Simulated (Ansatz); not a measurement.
A 4-atom cell of CdS started from a crystallographic database, relaxed with r2SCAN in Ansatz 0.2.0. It is hexagonal, P6_3mc (No. 186); a = 4.165 Å, c = 6.766 Å in the conventional setting, 25.41 Å³ an atom. Cd has 4 S at 2.54–2.55 Å; S has 4 Cd at 2.54–2.55 Å.

The axes x, y and z are those of this cell:
```
CELL_PARAMETERS angstrom
4.16462 0.00000 0.00000
-2.08231 3.60667 0.00000
0.00000 0.00000 6.76598
ATOMIC_POSITIONS crystal
Cd 0.33333 0.66667 0.99903
Cd 0.66667 0.33333 0.49903
S 0.33333 0.66667 0.37597
S 0.66667 0.33333 0.87597
```

Unstrained: PBE gives a direct gap of 1.173 eV at Γ. r2SCAN gives a direct gap of 1.632 eV at Γ. The HSE06 gap is direct at Γ: 2.190 eV. Meshes: PBE 12×12×4, r2SCAN 12×12×4, HSE06 6×6×4. Strains are changes of length per length. After each strain the atoms were relaxed again with r2SCAN within the symmetry that the strain leaves, so tilts or polar shifts that break it weren't tested; points keep the names that they have in the unstrained zone. No spin polarisation and no zero-point or thermal motion.

Question: Estimate what uniaxial +5.34 % along x, other directions held does to the gap.

Answer: PBE: the gap goes from 1.173 to 1.001 eV (-0.172 eV); with r2SCAN the top three valence levels at Γ, grouped 2+1 from the top over 38 meV, become 1+1+1 over 146 meV. r2SCAN: the gap goes from 1.632 to 1.455 eV (-0.177 eV). HSE06: the gap goes from 2.190 to 1.999 eV (-0.191 eV). The r2SCAN energy rises by 18.3 meV an atom.

Question: Estimate what isotropic -5.28 % on every length does to the gap.

Answer: PBE: the gap goes from 1.173 to 1.529 eV (+0.356 eV); with r2SCAN the top three valence levels at Γ, grouped 2+1 from the top over 38 meV, become 2+1 over 74 meV. r2SCAN: the gap goes from 1.632 to 2.008 eV (+0.376 eV). HSE06: the gap goes from 2.190 to 2.587 eV (+0.397 eV). The r2SCAN energy rises by 144.3 meV an atom.

Question: Estimate what uniaxial -3.98 % along y, other directions held does to the gap.

Answer: PBE: the gap goes from 1.173 to 1.156 eV (-0.017 eV); with r2SCAN the top three valence levels at Γ, grouped 2+1 from the top over 38 meV, become 1+1+1 over 174 meV. r2SCAN: the gap goes from 1.632 to 1.617 eV (-0.015 eV). HSE06: the gap goes from 2.190 to 2.181 eV (-0.009 eV). The r2SCAN energy rises by 10.6 meV an atom.

Question: Estimate what biaxial -1.26 % in x and y, z held does to the gap.

Answer: PBE: the gap goes from 1.173 to 1.207 eV (+0.034 eV); with r2SCAN the top three valence levels at Γ, grouped 2+1 from the top over 38 meV, become 2+1 over 86 meV. r2SCAN: the gap goes from 1.632 to 1.668 eV (+0.036 eV). HSE06: the gap goes from 2.190 to 2.231 eV (+0.041 eV). The r2SCAN energy rises by 3.4 meV an atom.

Spin-orbit coupling is left out.

The meshes of the hybrids are coarse, so their gaps aren't converged to the digits shown.

The splittings at Γ are without spin-orbit coupling, which regroups them where it is of like size or larger.
